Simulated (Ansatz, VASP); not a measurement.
# Two plane-wave programs on C

POSCAR

```
C
1.0
    4.2551700000      0.0000000000      0.0000000000
    0.0000000000      4.2551700000      0.0000000000
    0.0000000000      0.0000000000      1.2822900000
C
1
Direct
    0.5000000000      0.5000000000      0.5000000000
```

The input INCAR.step1:

```
SYSTEM = C
ALGO     = Normal         ! electronic algorithm
EDIFF    = 1E-5           ! SCF threshold, eV
ENCUT    = 520            ! plane-wave cutoff, eV
GGA      = PE             ! functional
ISIF     = 2              ! what is computed and relaxed
ISMEAR   = -1             ! smearing method
LASPH    = .True.         ! aspherical terms in the spheres
LCHARG   = .False.        ! write CHGCAR
LREAL    = .False.        ! projectors in reciprocal space
LWAVE    = .True.         ! write WAVECAR
NBANDS   = 8              ! bands
NELM     = 80             ! most SCF steps
PREC     = Accurate       ! precision mode
SIGMA    = 0.05           ! smearing width, eV
```

The input INCAR.step2:

```
SYSTEM = C
AEXX     = 0.35           ! exact-exchange fraction
ALGO     = Normal         ! electronic algorithm
EDIFF    = 1E-6           ! SCF threshold, eV
ENCUT    = 520            ! plane-wave cutoff, eV
ISIF     = 2              ! what is computed and relaxed
ISMEAR   = -1             ! smearing method
ISTART   = 1            
LASPH    = .True.         ! aspherical terms in the spheres
LCHARG   = .False.        ! write CHGCAR
LHFCALC  = .True.         ! exact exchange
LMIXTAU  = .True.       
LREAL    = .False.        ! projectors in reciprocal space
LWAVE    = .False.        ! write WAVECAR
METAGGA  = R2SCAN         ! meta-GGA
NBANDS   = 8              ! bands
NELM     = 80             ! most SCF steps
PREC     = Accurate       ! precision mode
PRECFOCK = Normal       
SIGMA    = 0.05           ! smearing width, eV
```

KPOINTS

```
k-points
0
Gamma
  4 4 11
  0 0 0
```

input.yaml

```yaml
crystal:
  lattice:
    - [4.25517, 0.0, 0.0]
    - [0.0, 4.25517, 0.0]
    - [0.0, 0.0, 1.28229]
  atoms:
    - { symbol: C, position: [0.5, 0.5, 0.5] }
hamiltonian:
  xc: { exchange: r2scan, correlation: r2scan, exx: { coeff: 0.35 } }
  pseudopotentials: { kind: paw }
kpoints:
  mp_grid: { grid: [4, 4, 11] }
scf:
  occupations: { method: fermi_dirac, width: 0.05 }
output:
  forces: true
  stress: true
  eigenvalues: true
  write_density: true
  write_potential: true
  elf: true
  volumetric_format: npy
```

The cell was built by a generator and needn't be a form met in nature.

Alike in both runs: task single point; functional r2SCAN-based global hybrid; k mesh 4 × 4 × 11; occupations fermi-dirac, width 0.05 eV; no spin polarisation.

|  | VASP | Ansatz |
| --- | --- | --- |
| version | VASP 6.6.1 | Ansatz 0.2.0 |
| potentials or method | VASP PAW PBE potentials, release 64 (C) | Ansatz PAW |
| plane-wave cutoff (eV) | 520 | 500 |
| valence electrons in the cell | 4 | 4 |

|  | VASP | Ansatz | Ansatz less VASP |
| --- | --- | --- | --- |
| gap on the k mesh at the Fermi level (eV) | none | none | - |
| pressure (GPa) | -3.4 | -3.4 | -0.01 |
| largest component of the traceless stress (GPa) | 4.17 | 4.44 | +0.268 |

A gap of «none» marks a metal or a gap that the smearing closes. The functional is the same, so the differences come from potentials, cutoffs and numerics.

Caveats: the k mesh is coarse (spacing up to 0.45 Å⁻¹), so the values aren't converged (VASP); the PAW data sets were made with another functional, which shifts forces and pressure a little (VASP); the k mesh is coarse (spacing up to 0.45 Å⁻¹), so the values aren't converged, least of all with exact exchange (Ansatz); the PAW data sets come from PBE, with cores solved anew for the run's functional, which leaves a small shift of forces and pressure (Ansatz); the thresholds are loose for stress (Ansatz).
